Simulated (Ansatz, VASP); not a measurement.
One calculation of W, two programs

INCAR

```
ALGO = Fast ; EDIFF = 1E-7
ENCUT = 520 ; GGA = PE
ISIF = 2 ; ISMEAR = 0
LASPH = True ; LCHARG = True
LELF = True ; LREAL = False
LVHAR = True ; LWAVE = False
NBANDS = 13 ; NELM = 100
PREC = Accurate ; SIGMA = 0.15
```

Contents of KPOINTS:

```
k-points
0
Gamma
  20 20 20
```

POSCAR

```
W
1.0
    0.0000000000      2.0300000000      2.1010500000
    2.0300000000      0.0000000000      2.1010500000
    2.0300000000      2.0300000000      0.0000000000
W
1
Direct
    0.0000000000      0.0000000000      0.0000000000
```

Input for Ansatz:

```yaml
crystal:
  lattice:
    - [0.0, 2.03, 2.10105]
    - [2.03, 0.0, 2.10105]
    - [2.03, 2.03, 0.0]
  atoms:
    - { symbol: W, position: [0.0, 0.0, 0.0] }
basis:
  ecutwfc: 420
kpoints:
  mp_grid: { grid: [20, 20, 20] }
hamiltonian:
  xc: pbe
scf:
  occupations: { method: gaussian, width: 0.15 }
output:
  forces: true
  stress: true
  eigenvalues: true
```

Change from the starting cell: strain +0.0350 x Voigt [0, 0, 1, 0, 0, 0], atoms carried along.

Alike in both runs: task single point; functional PBE; k mesh 20 × 20 × 20; occupations gaussian, width 0.15 eV; no spin polarisation.

|  | VASP | Ansatz |
| --- | --- | --- |
| version | VASP 6.6.1 | Ansatz 0.2.0 |
| potentials or method | VASP PAW PBE potentials, release 64 (W_sv) | scalar-relativistic, plane waves, PAW |
| plane-wave cutoff (eV) | 520 | 420 |
| valence electrons in the cell | 14 | 14 |

VASP gave:

| Property | Result |
| --- | --- |
| gap on the k mesh at the Fermi level (eV) | none |
| pressure (GPa) | -12.8 |
| largest component of the traceless stress (GPa) | 5.63 |

Q: What did Ansatz give for the same quantities?

A: gap on the k mesh at the Fermi level (eV): none; pressure (GPa): -13.1; largest component of the traceless stress (GPa): 5.62.

A gap of «none» marks a metal or a gap that the smearing closes.

The runs have no spin-orbit coupling, so splittings on W are missing.
